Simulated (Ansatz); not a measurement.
An Ansatz input and the part of its output that reports the observables at the nuclei.

The cell is an entry of the Crystallography Open Database (COD), its atoms then relaxed with PBE in this cell.

```yaml
crystal:
  lattice:
    - [0.0, 2.71535, 2.71535]
    - [2.71535, 0.0, 2.71535]
    - [2.71535, 2.71535, 0.0]
  atoms:
    - { symbol: Si, position: [0.0, 0.0, 0.0] }
    - { symbol: Si, position: [0.25, 0.25, 0.25] }
kpoints:
  mp_grid: { grid: [14, 14, 14] }
scf:
  occupations: { method: fermi_dirac, width: 0.02 }
hamiltonian:
  xc: r2scan
  pseudopotentials: { kind: paw }
output:
  forces: true
  stress: true
  populations: true
  efg: { contact_densities: true }
```

```sh
ansatz run input.yaml --threads 1 --pin off --max-ram 3072MiB --backend cpu --events-out ev --progress --plain --runs-dir out
```

Of the output, the block on the nuclei alone is shown; the set-up, the SCF iterations, energies, forces and stress are cut.

```
--- PAW observables at the nuclei: V_zz in 10²¹ V/m², potentials from the cell's mean, atoms counted from 1 ---
  atom   1  Si V_zz =    +0.000000   η = 0.0000   by run symmetry: forbidden
            electrostatic potential = -1357.996200 V   contact ρ = 12788.920158 e/Å³
  atom   2  Si V_zz =    +0.000000   η = 0.0000   by run symmetry: forbidden
            electrostatic potential = -1357.996200 V   contact ρ = 12788.920158 e/Å³
```

Hardware: 1 thread of Intel Xeon 6975P-C (Granite Rapids) (x86_64; 16 cores open to the job, memory cap 3.0 GiB, no GPU), a shared host with a load of 0.1 a core. Wall time 3 s, CPU time 3 s, peak memory 0.52 GiB.
